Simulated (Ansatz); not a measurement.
**Zone-centre modes in Si2Mo**

Theory: DFT PBE, scalar-relativistic, plane waves, PAW (Ansatz). Cutoff 420 eV, Γ-centred 20×20×20 k-points, Gaussian smearing of 0.15 eV. No spin polarisation.

Zero of the scan (relaxed at this level):

```yaml
crystal:
  lattice:
    - [-1.60842, 1.60842, 3.93651]
    - [1.60842, -1.60842, 3.93651]
    - [1.60842, 1.60842, -3.93651]
  atoms:
    - { symbol: Si, position: [0.33510, 0.33510, 0.00000] }
    - { symbol: Si, position: [0.66490, 0.66490, 0.00000] }
    - { symbol: Mo, position: [0.00000, 0.00000, 0.00000] }
```

Harmonic modes by finite displacements of 0.02 Å, without the LO–TO term.

Q: At this geometry, is the structure stable against these modes?

A: Yes: no mode is imaginary beyond 10 cm⁻¹, and only the three translations lie near zero.

Q: List the wavenumbers in cm⁻¹.

A: 0, 0, 0, 267, 267, 309, 320, 320, 425.

Cost: 1 run of about 5.6 core-minutes, on Arm Neoverse V1 (shared hosts).